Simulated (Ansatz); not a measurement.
Planning a run of Ansatz 0.2.0 on Te3As2 (quintuple layer). The input:

```yaml
crystal:
  lattice:
    - [4.0679918065, 0.0, 0.0]
    - [-2.0339959032, 3.5229842468, 0.0]
    - [0.0, 0.0, 37.1]
  atoms:
    - { symbol: Te, position: [0.0, 0.0, 0.5] }
    - { symbol: As, position: [0.3333333333, 0.6666666667, 0.5501909022] }
    - { symbol: As, position: [0.6666666667, 0.3333333333, 0.4498090978] }
    - { symbol: Te, position: [0.6666666667, 0.3333333333, 0.5934760859] }
    - { symbol: Te, position: [0.3333333333, 0.6666666667, 0.4065239141] }
  periodic: [true, true, false]
kpoints:
  mp_grid: { grid: [6, 6, 1] }
hamiltonian:
  xc: pbe
  pseudopotentials: { kind: paw, azcp: { folder: soft_1 } }
scf:
  occupations: { method: fixed }
  convergence: { dr2_threshold: 1.0e-10 }
gw:
  n_empty_bands: 632
  ecut_chi: 65.0
  qp_bands: [v2, c2]
  qp_kpoints: band_edges
  screening: { model: contour_deformation }
```

```sh
ansatz run input.yaml --threads 4 --pin off --max-ram 17510MiB --backend cpu --events-out ev --progress --plain --runs-dir out
```

**Question.** How long will it take on 4 threads of Arm Neoverse V2, shared host, and how much memory?

It took 8.7 min; on shared hardware allow 4.3 min to 17 min. Peak host memory was 5.5 GiB. The sizes that set the cost: 10407 plane waves a state, 7 irreducible k points, 671 bands summed, 655 plane waves in the screening and 12 SCF cycles.

The screening grows as filled bands × empty bands × pairs of k points, times the square of the screening basis for the matrix.

[Paths, hosts, dates, memory and timing lines, banners, echoed tables and standing remarks are left out of the program output.]

[Logs are printed without paths, hosts, clocks, repeated set-up lines and the standing remarks that a program may print on its own settings, such as how far it seeks lower states.]

[Runs of the session that timed out or met a known fault of the program may be left out.]

[Cells called generated may have been cut or substituted from an entry of the Crystallography Open Database or the Materials Project.]

[Hosts, paths, dates, database ids (printed as entryN), source tags and the programs' standing remarks are cut or masked in the printed files.]
